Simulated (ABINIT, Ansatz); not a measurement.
**BaS (Fm-3m): one start, several treatments of the self-energy**

How much does the gap of BaS (Fm-3m) depend on the approximation to the self-energy?

Main program and level: ABINIT 10.8.3; PBE and many-body steps on it, plane waves.

## Step 1: The starting structure

Symmetry: Fm-3m, No. 225, cubic system. Conventional cell: a = 6.388 Å, b = 6.388 Å, c = 6.388 Å, α = 90.00°, β = 90.00°, γ = 90.00°. Nearest to Ba lie 6 S at 3.19 Å. Nearest to S lie 6 Ba at 3.19 Å. Farther neighbours and most contacts between anions are not listed.

The cell and positions come from the Crystallography Open Database and are kept as given unless a step says otherwise. Spin-orbit coupling is left out unless a step names it.

## Step 2: Empty states on the mesh, 4×4×4 mesh, 1199 bands

This step: ABINIT 10.8.3; DFT, PBE, plane waves, norm-conserving pseudopotentials.

The sums over transitions need many empty states on a uniform mesh; this step solves for them.

Input file run.abi:

```
acell 3*1.0 Angstrom
rprim 
  0.000000000000 3.193750000000 3.193750000000
  3.193750000000 0.000000000000 3.193750000000
  3.193750000000 3.193750000000 0.000000000000
ntypat 2
znucl 56 16
natom 2
typat 1 2
xred 
  0.000000000000 0.000000000000 0.000000000000
  0.500000000000 0.500000000000 0.500000000000
pp_dirpath "pseudos"
pseudos "Ba.upf, S.upf"
ecut 20
ngkpt 4 4 4
nshiftk 1
shiftk 0 0 0
kptopt 1
chksymbreak 0
irdden 1
istwfk *1
nband 1199
prtvol 0
optdriver 6
gwr_task "HDIAGO"
paral_kgb 0
occopt 1
indata_prefix "in"
outdata_prefix "out"
tmpdata_prefix "tmp"
```

On the command line:

```bash
> OMP_NUM_THREADS=1 mpirun -n 4 abinit run.abi > log
```

Output:

```text
.Version 10.8.3 of ABINIT. v10.8.2 released Aug 2026.

 Symmetries : space group Fm -3 m (#225); Bravais cF (face-center cubic)
[... echo of the input left out ...]
== DATASET  1 ==================================================================
-   mpi_nproc: 4, omp_nthreads: 1 (-1 if OMP is not activated)

--- !DatasetInfo
iteration_state: {dtset: 1, }
dimensions: {natom: 2, nkpt: 8, mband: 1199, nsppol: 1, nspinor: 1, nspden: 1, mpw: 1893, }
cutoff_energies: {ecut:  20.0, pawecutdg:  -1.0, }
[...]
Indirect band gap semiconductor
 Fundamental gap:     2.146 (eV)
   VBM:     3.680 (eV) at k: [ 0.0000E+00,  0.0000E+00,  0.0000E+00]
   CBM:     5.827 (eV) at k: [ 5.0000E-01,  5.0000E-01,  0.0000E+00]
 Direct gap:         2.272 (eV) at k: [ 5.0000E-01,  5.0000E-01,  0.0000E+00]

== END DATASET(S) ==============================================================
================================================================================

 -outvars: echo values of variables after computation  --------
           etotal      0.0000000000E+00
            nband        1199
             nkpt           8
          spgroup         225
 [... the other variables as echoed above ...]

 Calculation completed.
```

It took 19 s on 4 MPI ranks of Arm Neoverse V1, shared host; peak memory 1.1 GiB.

Numbers from this step:

| Quantity | Value |
| --- | --- |
| gap | 2.146 eV |
| k of the valence top | 0, 0, 0 |
| k of the conduction bottom | 0.5, 0.5, 0 |
| least direct gap | 2.272 eV |
| k points computed | 8 |
| lowest point of the top converged band, above the valence top | 385.0309 eV |

On this mesh the gap is 2.146 eV.

The density comes from a self-consistent run that is not shown.

## Step 3: Screening, 4×4×4 mesh, 490 bands, screening to 283 eV

The RPA dielectric matrix is built and inverted for each q.

This step: RPA screening on PBE, plane waves, norm-conserving pseudopotentials.

run.abi: that of step 2 with these lines changed.

```diff
@@ -20,10 +20,11 @@
 chksymbreak 0
-irdden 1
 istwfk *1
-nband 1199
-prtvol 0
-optdriver 6
-gwr_task "HDIAGO"
-paral_kgb 0
 occopt 1
+irdwfk 1
+optdriver 3
+nband 490
+ecuteps 10.4
+inclvkb 2
+awtr 1
+symchi 1
 indata_prefix "in"
```

Output:

```text
.Version 10.8.3 of ABINIT. v10.8.2 released Aug 2026.

 Symmetries : space group Fm -3 m (#225); Bravais cF (face-center cubic)
[... echo of the input left out ...]
== DATASET  1 ==================================================================
-   mpi_nproc: 4, omp_nthreads: 1 (-1 if OMP is not activated)

--- !DatasetInfo
iteration_state: {dtset: 1, }
dimensions: {natom: 2, nkpt: 8, mband: 490, nsppol: 1, nspinor: 1, nspden: 1, mpw: 1893, }
cutoff_energies: {ecut:  20.0, pawecutdg:  -1.0, }
electrons: {nelect:   1.60000000E+01, charge:   0.00000000E+00, occopt:   1.00000000E+00, tsmear:   1.00000000E-02, }

 SCREENING: Calculation of the susceptibility and dielectric matrices

 Based on a program developped by R.W. Godby, V. Olevano, G. Onida, and L. Reining.
 Incorporated in ABINIT by V. Olevano, G.-M. Rignanese, and M. Torrent.
.Using double precision arithmetic ; gwpc =  8

[... cell and pseudopotentials left out ...]
--------------------------------------------------------------------------------

 ==== K-mesh for the wavefunctions ====
 Number of points in the irreducible wedge :     8
[... list of points left out ...]
 Together with 48 symmetry operations and time-reversal symmetry
 yields    64 points in the full Brillouin Zone.

 ==== Q-mesh for the screening function ====
 Number of points in the irreducible wedge :     8
[... list of points left out ...]
 Together with 48 symmetry operations and time-reversal symmetry
 yields    64 points in the full Brillouin Zone.

 setmesh: FFT mesh size selected  =    30x   30x   30
          total number of points  =        27000

 vcoul_init : cutoff-mode = AUXILIARY_FUNCTION
 q-points for optical limit:   1
     1)      0.000010    0.000020    0.000030

- screening: taking advantage of time-reversal symmetry
- Maximum band index for partially occupied states nbvw = 8
- Remaining bands to be divided among processors   nbcw = 482
- Number of bands treated by each node ~120

 Number of electrons calculated from density =   16.0000; Expected =   16.0000
 average of density, n =  0.036391
 r_s =    1.8720
 omega_plasma =   18.4014 [eV]

 calculating chi0 at frequencies [eV] :
  1    0.000000E+00    0.000000E+00
  2    0.000000E+00    1.840140E+01

--------------------------------------------------------------------------------
  q-point number  1        q = ( 0.000000, 0.000000, 0.000000) [r.l.u.]
--------------------------------------------------------------------------------
[... chi0 elements left out ...]
 For q-point:  0.000010 0.000020 0.000030
  dielectric constant =   4.7383
  dielectric constant without local fields =   5.5895

  Average fulfillment of the sum rule on Im[epsilon] for q-point    1 :     99.08  [%]
[... wings left out ...]
  q-point number  2        q = ( 0.250000, 0.000000, 0.000000) [r.l.u.]
--------------------------------------------------------------------------------
[... chi0 elements left out ...]
  Average fulfillment of the sum rule on Im[epsilon] for q-point    2 :    102.07  [%]

 [... 6 further q-points ...]
```

The job ended after 5.6 min (4 MPI ranks; peak memory 2.3 GiB).

Numbers from this step:

```yaml
eps_infinity_with_local_fields_on_this_mesh_along_the_program_s_q_direction: 4.738
the_same_without_local_fields: 5.590
plasma_frequency: 18.40 eV
plane_waves_in_the_screening_matrix: 725
```

Local fields lower ε∞ by 15 %.

## Step 4: G0W0, Godby-Needs plasmon pole

The self-energy is evaluated for the states that the input lists, and the levels follow from it, in one-shot runs by the linearised quasiparticle equation.

This step: G0W0 on PBE, plane waves, norm-conserving pseudopotentials.

run.abi: that of step 3 with these lines changed.

```diff
@@ -23,8 +23,17 @@
 irdwfk 1
-optdriver 3
+optdriver 4
 nband 490
+gwcalctyp 0
+ecutsigx 20
+symsigma 1
+nkptgw 2
+kptgw 
+  0.0000000000 0.0000000000 0.0000000000
+  0.5000000000 0.5000000000 0.0000000000
+bdgw 
+  6 12
+  7 10
 ecuteps 10.4
-inclvkb 2
-awtr 1
-symchi 1
+irdscr 1
+ppmodel 1
 indata_prefix "in"
```

Output:

```text
.Version 10.8.3 of ABINIT. v10.8.2 released Aug 2026.

 Symmetries : space group Fm -3 m (#225); Bravais cF (face-center cubic)
[... echo of the input left out ...]
== DATASET  1 ==================================================================
-   mpi_nproc: 4, omp_nthreads: 1 (-1 if OMP is not activated)

--- !DatasetInfo
iteration_state: {dtset: 1, }
dimensions: {natom: 2, nkpt: 8, mband: 490, nsppol: 1, nspinor: 1, nspden: 1, mpw: 1893, }
cutoff_energies: {ecut:  20.0, pawecutdg:  -1.0, }
electrons: {nelect:   1.60000000E+01, charge:   0.00000000E+00, occopt:   1.00000000E+00, tsmear:   1.00000000E-02, }

 SIGMA: Calculation of the GW corrections

 Based on a program developped by R.W. Godby, V. Olevano, G. Onida, and L. Reining.
 Incorporated in ABINIT by V. Olevano, G.-M. Rignanese, and M. Torrent.
.Using double precision arithmetic ; gwpc =  8

[... cell and pseudopotentials left out ...]
--------------------------------------------------------------------------------

 ==== K-mesh for the wavefunctions ====
 Number of points in the irreducible wedge :     8
[... list of points left out ...]
 Together with 48 symmetry operations and time-reversal symmetry
 yields    64 points in the full Brillouin Zone.

 ==== Q-mesh for screening function ====
 Number of points in the irreducible wedge :     8
[... list of points left out ...]
 Together with 48 symmetry operations and time-reversal symmetry
 yields    64 points in the full Brillouin Zone.

 vcoul_init : cutoff-mode = AUXILIARY_FUNCTION
 q-points for optical limit:   1
     1)      0.000010    0.000020    0.000030
 setmesh: FFT mesh size selected  =    36x   36x   36
          total number of points  =        46656

 Number of electrons calculated from density =   16.0000; Expected =   16.0000
 average of density, n =  0.036391
 r_s =    1.8720
 omega_plasma =   18.4014 [eV]

 === KS Band Gaps ===
  >>>> For spin  1
   Minimum direct gap =   2.2723 [eV], located at k-point      :   0.5000  0.5000  0.0000
   Fundamental gap    =   2.1462 [eV], Top of valence bands at :   0.0000  0.0000  0.0000
                                       Bottom of conduction at :   0.5000  0.5000  0.0000
 SIGMA fundamental parameters:
 PLASMON POLE MODEL  1
 number of plane-waves for SigmaX                 1893
 number of plane-waves for SigmaC and W            725
 number of plane-waves for wavefunctions          1893
 number of bands                                   490
 number of independent spin polarizations            1
 number of spinorial components                      1
 number of k-points in IBZ                           8
 number of q-points in IBZ                           8
 number of symmetry operations                      48
 number of k-points in BZ                           64
 number of q-points in BZ                           64
 number of frequencies for dSigma/dE                 9
 frequency step for dSigma/dE [eV]                0.25
 number of omega for Sigma on real axis              0
 max omega for Sigma on real axis  [eV]           0.00
 zcut for avoiding poles [eV]                     0.10

 EPSILON^-1 parameters (SCR file):
 dimension of the eps^-1 matrix on file            725
 dimension of the eps^-1 matrix used               725
 number of plane-waves for wavefunctions          1893
 number of bands                                   490
 number of q-points in IBZ                           8
 number of frequencies                               2
 number of real frequencies                          1
 number of imag frequencies                          1

 matrix elements of self-energy operator (all in [eV])

 Perturbative Calculation

--- !SelfEnergy_ee
iteration_state: {dtset: 1, }
kpoint     : [   0.000,    0.000,    0.000, ]
spin       : 1
KS_gap     :    3.626
QP_gap     :    4.981
Delta_QP_KS:    1.355
data: !SigmaeeData |
     Band     E0 <VxcDFT>   SigX SigC(E0)      Z dSigC/dE  Sig(E)    E-E0       E
        6   3.680 -12.602 -15.738   1.530   0.767  -0.304 -13.834  -1.232   2.449
        7   3.680 -12.602 -15.738   1.530   0.767  -0.304 -13.834  -1.232   2.449
        8   3.680 -12.602 -15.738   1.530   0.767  -0.304 -13.834  -1.232   2.449
        9   7.306  -7.958  -3.979  -3.828   0.820  -0.219  -7.835   0.124   7.430
       10   7.586  -8.923  -4.509  -3.898   0.819  -0.220  -8.500   0.423   8.009
       11   7.586  -8.923  -4.509  -3.898   0.819  -0.220  -8.500   0.423   8.009
       12   7.586  -8.923  -4.509  -3.898   0.819  -0.220  -8.500   0.423   8.009

--- !SelfEnergy_ee
iteration_state: {dtset: 1, }
kpoint     : [   0.500,    0.500,    0.000, ]
spin       : 1
KS_gap     :    2.272
QP_gap     :    3.745
Delta_QP_KS:    1.473
data: !SigmaeeData |
     Band     E0 <VxcDFT>   SigX SigC(E0)      Z dSigC/dE  Sig(E)    E-E0       E
        7   3.554 -12.533 -15.726   1.572   0.766  -0.305 -13.775  -1.242   2.312
        8   3.554 -12.533 -15.726   1.572   0.766  -0.305 -13.775  -1.242   2.312
        9   5.827  -7.957  -4.168  -3.509   0.824  -0.214  -7.726   0.231   6.058
       10   9.648 -10.954  -6.025  -4.127   0.816  -0.225 -10.299   0.655  10.303

== END DATASET(S) ==============================================================
================================================================================

 -outvars: echo values of variables after computation  --------
           etotal      0.0000000000E+00
            nband         490
             nkpt           8
          spgroup         225
 [... the other variables as echoed above ...]

 Calculation completed.
```

The job ended after 5.3 min (4 MPI ranks; peak memory 3.1 GiB; 21 min of CPU time).

Numbers from this step:

```yaml
g0w0_gap_on_the_points_computed: 3.609 eV
starting_gap_on_the_mesh: 2.146 eV
k_of_the_valence_top: 0, 0, 0
k_of_the_conduction_bottom: 0.5, 0.5, 0
z_at_the_valence_top: 0.767
z_at_the_conduction_bottom: 0.824
least_direct_g0w0_gap_on_the_computed_points: 3.746 eV
```

The gap on the mesh goes from 2.15 eV to 3.61 eV, a correction of +1.46 eV.

(Continued in part 2 of 2.)

[Paths, hosts, dates, memory and timing lines, banners, echoed tables and standing remarks are left out of the program output.]

[Logs are printed without paths, hosts, clocks, repeated set-up lines and the standing remarks that a program may print on its own settings, such as how far it seeks lower states.]

[Runs of the session that timed out or met a known fault of the program may be left out.]

[Hosts, paths, dates, database ids (printed as entryN), source tags and the programs' standing remarks are cut or masked in the printed files.]

[G0W0 gaps are taken among the corrected bands and points alone; a level outside them can change the order at an edge.]

[Where Ansatz stands beside ABINIT at settings called matched, ABINIT's density can come from a denser mesh and the files from another edition; pairs whose starting gaps differed by over 0.03 eV were left out, so agreement reads better than it is.]
